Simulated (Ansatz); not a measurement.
# ZrC (P6_3/mmc) in Ansatz: further runs

The runs below take ZrC through single point, equation of state, with r2SCAN.

Everything below comes from runs of Ansatz 0.2.0. Logs are shortened: lines on timing, memory, paths and dates and some standing lists are left out, and cuts for length are marked.

## 1. Starting point

Symmetry: P6_3/mmc, No. 194, hexagonal system. Conventional cell: a = 3.391 Å, b = 3.391 Å, c = 5.290 Å, α = 90.00°, β = 90.00°, γ = 120.00°. Zr (site symmetry -6m2) has 6 C at 2.36 Å as nearest neighbours. C (site symmetry -3m) has 6 Zr at 2.36 Å and 2 C at 2.65 Å as nearest neighbours.

The cell comes from a database or a generator and needn't be the stable form of this composition.

## 2. Single point, r2SCAN, 12.38 Å³/atom (volume scaled by 0.94)

input.yaml

```yaml
crystal:
  lattice:
    - [3.3222430439, 0.0, 0.0]
    - [-1.6611215219, 2.8771468735, 0.0]
    - [0.0, 0.0, 5.1820624332]
  atoms:
    - { symbol: Zr, position: [0.6666666667, 0.3333333333, 0.75] }
    - { symbol: Zr, position: [0.3333333333, 0.6666666667, 0.25] }
    - { symbol: C, position: [0.0, 0.0, 0.5] }
    - { symbol: C, position: [0.0, 0.0, 0.0] }
hamiltonian:
  xc: r2scan
  pseudopotentials: { kind: paw }
kpoints:
  mp_grid: { grid: [9, 9, 5] }
scf:
  occupations: { method: fermi_dirac, width: 0.05 }
output:
  forces: true
  stress: true
  eigenvalues: true
  write_density: true
  write_potential: true
  elf: true
  volumetric_format: npy
```

Potentials or basis: Ansatz PAW.

Launch:

```sh
> ansatz run input.yaml --threads 2 --pin off --max-ram 5632MiB --backend cpu --events-out ev --progress --plain --runs-dir out
```

Log:

```text
Warning: RAYON_NUM_THREADS=2 ignored (pool sized by the plan → 2); use --threads N
Engine: ansatz 0.2.0, x86_64-unknown-linux-gnu
Pseudopotentials: kind: paw
Pseudopotential: Zr, paw, valence charge 12, recommended cutoff 500 eV (meta_gga), Zr.paw.azcp
Pseudopotential: C, paw, valence charge 4, recommended cutoff 500 eV (meta_gga), C.paw.azcp
Functional definition: r2SCAN
  parameter k0 = 0.174
  parameter k1 = 0.065
  parameter a1 = 4.9479
  exchange = r2scan_x(k0 = k0, k1 = k1, a1 = a1)
  correlation = r2scan_c
Crystal: 4 atoms, lattice volume = 49.533 Å³
Basis set: ecut = 500 eV, 1243 PW (Γ), exchange–correlation on 100×100×160 points (64 copies of the dense FFT grid, shifted against one another)
Bands: 20, of which v1, the nominal top of the filled ones, is band 16 counted from 1 (15 counted from 0)
Symmetry: 24 space group operations
Space group: P63/mmc (ITA 194), of the structure as read, at distance tolerance 3.7e-5 Å
k-points: 36 of 405
Non-local potential: Zr, projectors of the file, l = 0: 3, l = 1: 2, l = 2: 2, l = 3: 2
Non-local potential: C, projectors of the file, l = 0: 2, l = 1: 2, l = 2: 1
PAW form: soft (Blöchl's): semilocal exchange-correlation on the pseudo side does not see the compensation charge
PAW frozen core: Zr, regenerated for the run's functional (the file was generated under x = pbe(κ = 0.804, μ = 0.2195149727645171), c = pbe(β = 0.06672455060314922))
PAW frozen core: C, regenerated for the run's functional (the file was generated under x = pbe(κ = 0.804, μ = 0.2195149727645171), c = pbe(β = 0.06672455060314922))
PAW one-centre angular grid: Zr, 590 points (default); XC on 160 Gauss nodes
PAW one-centre angular grid: C, 302 points (default); XC on 239 of its mesh's 2573 points in the sphere
Initial density: superposition of atomic densities (neutral atoms: chi_scale 0, normalization atom), corrected by the library's trained network
Initial wavefunctions: pseudopotential atomic-orbital guess
Functional: x = r2scan, c = r2scan; τ floored in thin density (d = 2e-4 eV/Å³)
SCF iter   1: F=—  HF=-8896.380351 eV  |F-HF|=—  |Δ(HF+E_count)|=         —  Δρ=9.72e-3  dr2=2.49e-2  dr2_τ=2.34e-1  ethr=1.77e-3  ⟨swp⟩=5.3  Hψ=3310  notcnv=0
preconditioner: auto → Kerker (q_TF=auto, 2.537 Å⁻¹)  [metal: Δε(μ)=0.102 eV  Ē_g=17.480 eV  σ=0.050 eV  W_gap=0.46  n_scr=22 (ndim 8)  ℏωp=27.9 eV  f_vac=0.000  D(μ)=0.66/eV (n_scr^D=2)]
SCF iter   2: F=—  HF=-8896.498401 eV  |F-HF|=—  |Δ(HF+E_count)|=   1.18e-1  Δρ=6.64e-3  dr2=1.56e-2  dr2_τ=3.97e-4  ethr=7.79e-5  ⟨swp⟩=2.0  Hψ=1728  notcnv=0
SCF iter   3: F=—  HF=-8896.500438 eV  |F-HF|=—  |Δ(HF+E_count)|=   2.04e-3  Δρ=3.96e-3  dr2=1.08e-2  dr2_τ=1.78e-3  ethr=4.86e-5  ⟨swp⟩=2.1  Hψ=1309  notcnv=0
SCF iter   4: F=—  HF=-8896.498622 eV  |F-HF|=—  |Δ(HF+E_count)|=   1.82e-3  Δρ=1.31e-3  dr2=9.97e-4  dr2_τ=4.97e-5  ethr=3.37e-5  ⟨swp⟩=2.0  Hψ=965  notcnv=0
SCF iter   5: F=—  HF=-8896.498525 eV  |F-HF|=—  |Δ(HF+E_count)|=   9.76e-5  Δρ=2.32e-4  dr2=3.87e-5  dr2_τ=1.77e-6  ethr=3.12e-6  ⟨swp⟩=2.0  Hψ=990  notcnv=0
SCF iter   6: F=—  HF=-8896.498530 eV  |F-HF|=—  |Δ(HF+E_count)|=   5.58e-6  Δρ=7.90e-5  dr2=4.96e-6  dr2_τ=9.48e-8  ethr=1.21e-7  ⟨swp⟩=2.0  Hψ=1006  notcnv=0
SCF iter   7: F=—  HF=-8896.498530 eV  |F-HF|=—  |Δ(HF+E_count)|=   2.88e-7  Δρ=2.00e-5  dr2=3.17e-7  dr2_τ=9.91e-9  ethr=1.55e-8  ⟨swp⟩=2.0  Hψ=1007  notcnv=0
SCF iter   8: F=-8896.498531 eV  HF=-8896.498531 eV  |F-HF|=8.38e-9  |Δ(HF+E_count)|=   6.55e-8  Δρ=5.65e-6  dr2=2.17e-8  dr2_τ=1.23e-9  ethr=3.13e-10  ⟨swp⟩=9.4  Hψ=4721  notcnv=0
SCF 1 converged in 8 iterations: F = -8896.498531 eV  dr2 = 2.17e-8
SCF converged after 8 iterations
Free energy (F): -8896.498531 eV
Harris-Foulkes:  -8896.498531 eV  (|F-HF|=8.38e-9)
Internal energy: -8896.493037 eV  (E = F + TS)
E sigma→0 (E₀):  -8896.495784 eV
Entropy (-TS):   -0.005493 eV (-1.373 meV/atom)
Fermi energy:    16.089781 eV
--- Per-component energies (eV) ---
  E_band       = -90.799825
  E_kinetic    = 850.752193
  E_local      = -1143.909759  (includes V_loc(G=0)·N_el)
  E_nonlocal   = 208.369963
  E_hartree    = 347.091400
  E_xc         = -411.300404
  E_vxc        = -559.555611  (∫ρ·V_xc dr)
  E_paw        = -6141.586162  (= ΣΔE_a)
  E_vpaw       = -172.252809  (= ΣTr[D̂ρ^β])
  E_aug_tail   = 0.000029  (compensation charges beyond the density's cutoff)
  E_vtau       = 31.614040  (kinetic-family band-sum trace: ∫τ·v_τ [+ j·A + Jᵃ·Aᵃ] dr)
  E_ewald      = -2605.531268
  E_core_change = -0.379031  (= ΣΔE_core)
  E_smearing   = -0.005493  (= −TS)
  E_closure    = 0.000000  (closes the sum)
  Σ components = -8896.498531   (vs F -8896.498531, Δ=0.00e0)
--- Forces (eV/Å), atoms counted from 1 ---
  atom   1  Zr     0.00000000    -0.00000000     0.00000000
  atom   2  Zr    -0.00000000     0.00000000     0.00000000
  atom   3  C     -0.00000000    -0.00000000     0.00000000
  atom   4  C      0.00000000    -0.00000000     0.00000000
  max |Σ_I F_I| component: 1.85e-17 eV/Å
--- Stress (GPa, compression-positive) ---
       11.749450      -0.000000       0.000000
       -0.000000      11.749450       0.000000
        0.000000       0.000000      15.611839
  P = ⅓ Tr σ = 13.0369 GPa (130.369 kbar)
--- Band table (eV; the first three rows and the last of 36) ---
  k-point 0: bands = ["-33.8250", "-33.6679", "-11.8582", "-10.9463", "-10.9463", "-10.8320", "-10.8320", "-10.7247", "3.2222", "7.3401", "9.6570", "12.8803", "12.8803", "14.6911", "14.6911", "17.2536", "17.5184", "17.5184", "17.9417", "17.9417"]
  k-point 1: bands = ["-33.8102", "-33.6831", "-11.7587", "-10.9354", "-10.9354", "-10.8433", "-10.8430", "-10.8430", "3.4932", "6.5665", "10.5618", "12.9166", "12.9166", "14.2316", "14.2316", "16.0601", "18.2896", "18.2896", "18.3639", "18.3639"]
  k-point 2: bands = ["-33.7713", "-33.7227", "-11.4907", "-11.1420", "-10.9068", "-10.9068", "-10.8715", "-10.8715", "4.2462", "5.3369", "12.2224", "13.1032", "13.1032", "13.5503", "13.5503", "14.1227", "19.4325", "19.4325", "19.6759", "19.6759"]
  k-point 35: bands = ["-33.6611", "-33.6611", "-11.5524", "-11.5524", "-11.5239", "-11.3794", "-10.8968", "-10.8968", "5.5845", "5.6512", "11.2426", "11.2426", "13.0220", "14.0844", "14.0844", "14.3700", "17.9043", "17.9043", "19.6669", "19.6669"]
```

Wall time 1.8 s (2 threads of Intel Xeon 6975P-C (Granite Rapids), shared host); peak memory 0.52 GiB.

Results:

| Quantity | Value |
| --- | --- |
| Free energy | -8896.4985 eV |
| Pressure | 13.0 GPa |
| Band gap on the k mesh | none (metal or under the smearing width) |

Caveat: the PAW data sets come from PBE, with cores solved anew for the run's functional, which leaves a small shift of forces and pressure.

## 3. Single point, r2SCAN, 12.65 Å³/atom (volume scaled by 0.96)

input.yaml, as its differences from that of step 2:

```diff
@@ -2,5 +2,5 @@
   lattice:
-    - [3.3222430439, 0.0, 0.0]
-    - [-1.6611215219, 2.8771468735, 0.0]
-    - [0.0, 0.0, 5.1820624332]
+    - [3.3456398925, 0.0, 0.0]
+    - [-1.6728199463, 2.8974091388, 0.0]
+    - [0.0, 0.0, 5.218557033]
   atoms:
@@ -21,5 +21 @@
   eigenvalues: true
-  write_density: true
-  write_potential: true
-  elf: true
-  volumetric_format: npy
```

Potentials or basis: Ansatz PAW.

Launch:

```sh
> ansatz run input.yaml --threads 2 --pin off --max-ram 5632MiB --backend cpu --events-out ev --progress --plain --runs-dir out
```

Wall time 1.5 s (2 threads of Intel Xeon 6975P-C (Granite Rapids), shared host); peak memory 0.52 GiB.

The run converged. Its results:

```yaml
Free_energy: -8896.5655 eV
Pressure: 7.4 GPa
Band_gap_on_the_k_mesh: none (metal or under the smearing width)
```

Caveat: the PAW data sets come from PBE, with cores solved anew for the run's functional, which leaves a small shift of forces and pressure.

## 4. Single point, r2SCAN, 12.91 Å³/atom (volume scaled by 0.98)

input.yaml, as its differences from that of step 3:

```diff
@@ -2,5 +2,5 @@
   lattice:
-    - [3.3456398925, 0.0, 0.0]
-    - [-1.6728199463, 2.8974091388, 0.0]
-    - [0.0, 0.0, 5.218557033]
+    - [3.3687140002, 0.0, 0.0]
+    - [-1.6843570001, 2.9173919023, 0.0]
+    - [0.0, 0.0, 5.2545482188]
   atoms:
```

Launch:

```sh
> ansatz run input.yaml --threads 2 --pin off --max-ram 5632MiB --backend cpu --events-out ev --progress --plain --runs-dir out
```

Run time: 1.5 s. Hardware: 2 threads of Intel Xeon 6975P-C (Granite Rapids), shared host; peak memory 0.52 GiB.

Results (log left out):

```yaml
Free_energy: -8896.5972 eV
Pressure: 2.3 GPa
Band_gap_on_the_k_mesh: none (metal or under the smearing width)
```

Caveat: the PAW data sets come from PBE, with cores solved anew for the run's functional, which leaves a small shift of forces and pressure.

## 5. Single point, r2SCAN, 13.17 Å³/atom

input.yaml, as its differences from that of step 4:

```diff
@@ -2,5 +2,5 @@
   lattice:
-    - [3.3687140002, 0.0, 0.0]
-    - [-1.6843570001, 2.9173919023, 0.0]
-    - [0.0, 0.0, 5.2545482188]
+    - [3.3914762718, 0.0, 0.0]
+    - [-1.6957381359, 2.9371046077, 0.0]
+    - [0.0, 0.0, 5.290053]
   atoms:
@@ -21 +21,5 @@
   eigenvalues: true
+  write_density: true
+  write_potential: true
+  elf: true
+  volumetric_format: npy
```

Launch:

```sh
> ansatz run input.yaml --threads 2 --pin off --max-ram 5632MiB --backend cpu --events-out ev --progress --plain --runs-dir out
```

Wall time 2 s (2 threads of Intel Xeon 6975P-C (Granite Rapids), shared host); peak memory 0.51 GiB.

It converged, with:

```yaml
Free_energy: -8896.5972 eV
Pressure: -2.3 GPa
Band_gap_on_the_k_mesh: none (metal or under the smearing width)
```

Caveat: the PAW data sets come from PBE, with cores solved anew for the run's functional, which leaves a small shift of forces and pressure.

## 6. Single point, r2SCAN, 13.44 Å³/atom (volume scaled by 1.02)

input.yaml, as its differences from that of step 5:

```diff
@@ -2,5 +2,5 @@
   lattice:
-    - [3.3914762718, 0.0, 0.0]
-    - [-1.6957381359, 2.9371046077, 0.0]
-    - [0.0, 0.0, 5.290053]
+    - [3.4139370341, 0.0, 0.0]
+    - [-1.7069685171, 2.9565561985, 0.0]
+    - [0.0, 0.0, 5.3250874846]
   atoms:
```

Potentials or basis: Ansatz PAW.

Launch:

```sh
> ansatz run input.yaml --threads 2 --pin off --max-ram 5632MiB --backend cpu --events-out ev --progress --plain --runs-dir out
```

Wall time 2 s (2 threads of Intel Xeon 6975P-C (Granite Rapids), shared host); peak memory 0.52 GiB.

The run converged. Its results:

| Quantity | Value |
| --- | --- |
| Free energy | -8896.5686 eV |
| Pressure | -6.4 GPa |
| Band gap on the k mesh | none (metal or under the smearing width) |

Caveat: the PAW data sets come from PBE, with cores solved anew for the run's functional, which leaves a small shift of forces and pressure.

## 7. Single point, r2SCAN, 13.70 Å³/atom (volume scaled by 1.04)

input.yaml, as its differences from that of step 6:

```diff
@@ -2,5 +2,5 @@
   lattice:
-    - [3.4139370341, 0.0, 0.0]
-    - [-1.7069685171, 2.9565561985, 0.0]
-    - [0.0, 0.0, 5.3250874846]
+    - [3.4361060776, 0.0, 0.0]
+    - [-1.7180530388, 2.9757551533, 0.0]
+    - [0.0, 0.0, 5.3596669437]
   atoms:
```

Launch:

```sh
> ansatz run input.yaml --threads 2 --pin off --max-ram 5632MiB --backend cpu --events-out ev --progress --plain --runs-dir out
```

Run time: 1.8 s. Hardware: 2 threads of Intel Xeon 6975P-C (Granite Rapids), shared host; peak memory 0.54 GiB.

The run converged. Its results:

* Free energy: -8896.5140 eV
* Pressure: -10.1 GPa
* Band gap on the k mesh: none (metal or under the smearing width)

Caveat: the PAW data sets come from PBE, with cores solved anew for the run's functional, which leaves a small shift of forces and pressure.

## 8. Single point, r2SCAN, 13.96 Å³/atom (volume scaled by 1.06)

input.yaml, as its differences from that of step 7:

```diff
@@ -2,5 +2,5 @@
   lattice:
-    - [3.4361060776, 0.0, 0.0]
-    - [-1.7180530388, 2.9757551533, 0.0]
-    - [0.0, 0.0, 5.3596669437]
+    - [3.4579926937, 0.0, 0.0]
+    - [-1.7289963468, 2.9947095188, 0.0]
+    - [0.0, 0.0, 5.3938058701]
   atoms:
@@ -21,5 +21 @@
   eigenvalues: true
-  write_density: true
-  write_potential: true
-  elf: true
-  volumetric_format: npy
```

Launch:

```sh
> ansatz run input.yaml --threads 2 --pin off --max-ram 5632MiB --backend cpu --events-out ev --progress --plain --runs-dir out
```

It took 1.6 s on 2 threads of Intel Xeon 6975P-C (Granite Rapids), shared host; peak memory 0.54 GiB.

It converged, with:

```
Free energy            : -8896.4361 eV
Pressure               : -13.5 GPa
Band gap on the k mesh : none (metal or under the smearing width)
```

Caveat: the PAW data sets come from PBE, with cores solved anew for the run's functional, which leaves a small shift of forces and pressure.

## 9. Equation of state, r2SCAN

Potentials or basis: Ansatz PAW.

This step only gathers the single runs of the series.

Results:

| Property | Result |
| --- | --- |
| Equilibrium volume | 13.04 Å³/atom |
| Bulk modulus at fixed shape and positions | 227 GPa |
| Pressure derivative of the bulk modulus | 4.1 |

Energy against volume, from the lowest point:
```tsv
volume (Å³/atom)	energy (meV/atom)
12.383	24.68
12.647	7.94
12.910	0.01
13.174	0.00
13.437	7.17
13.701	20.80
13.964	40.28
```

Caveat: the cell was scaled at fixed shape and fractional positions, which overstates the stiffness of a crystal with free parameters, most of all of layers and chains; the PAW data sets were made with another functional, which shifts forces and pressure a little.
